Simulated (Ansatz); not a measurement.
# Levels of theory on Ag₂O (COD cell start)

**Experimental background.**

“Phonons, Nature of Bonding and Their Relation to Anomalous Thermal Expansion Behavior of M2O (M=Au, Ag, Cu)”, 2013, arxiv:1311.4701 quotes, for a powder of Ag2O at 15 K: lattice constant a 4.745 Å.

How close the calculation comes is told at the end.

The compound was started in one structure type and brought to zero pressure at each level (plane-wave PAW code Ansatz, Gaussian smearing of 0.05 eV, scalar-relativistic unless SOC, spin–orbit coupling, is named).

The start was a cell as deposited in COD.

The cell at PBE (neighbours within 15 % of each site's shortest distance, so a longer bond may be listed from one end only): The structure is cubic, space group Pn-3m (No. 224). The conventional cell has a = 4.813 Å, b = 4.813 Å, c = 4.813 Å, α = 90.00°, β = 90.00°, γ = 90.00°. Ag (site symmetry -3m) has 2 O at 2.08 Å as nearest neighbours. Around O (site symmetry -43m) lie 4 Ag at 2.08 Å.

| level | cutoff (eV) | k-mesh | final group | a (Å) | V (Å³/atom) | gap (eV) | B0 (GPa) | E_f (eV/atom) |
| --- | --- | --- | --- | --- | --- | --- | --- | --- |
| PBE | 420 | 6×6×6 | Pn-3m | 4.813 | 18.58 | metal | 70 | -0.09 |
| r²SCAN | 500 | 6×6×6 | Pn-3m | 4.756 | 17.93 | 0.24 | – | -0.15 |

Volumes against PBE: r²SCAN −3.5 %. The formation energy spans 0.06 eV/atom over the functionals (r²SCAN lowest, PBE highest); the spread holds the functional's effect on the elements as well as on the compound.

Measured a = 4.745 Å (15 K; powder; quoted in “Phonons, Nature of Bonding and Their Relation to Anomalous Thermal Expansion Behavior of M2O (M=Au, Ag, Cu)”, 2013, arxiv:1311.4701); the levels miss it by +1.4 % (PBE), +0.2 % (r²SCAN). r²SCAN comes closest. The calculated cells are static, while the measured one holds zero-point and thermal expansion, usually some tenths of a per cent in a lattice constant.

All functionals run on datasets generated with PBE. Gaps are (generalised) Kohn–Sham gaps. Semilocal functionals put them too low, often by a third to a half, so a small gap or a slight overlap here can be a sizeable gap in the solid. E_f is the formation energy from the elements run alike, at 0 K, without zero-point energy or any correction for the binding of gas molecules; it is good to about 0.01 eV/atom as a calculation.

All runs used the PAW datasets of the set soft_2.
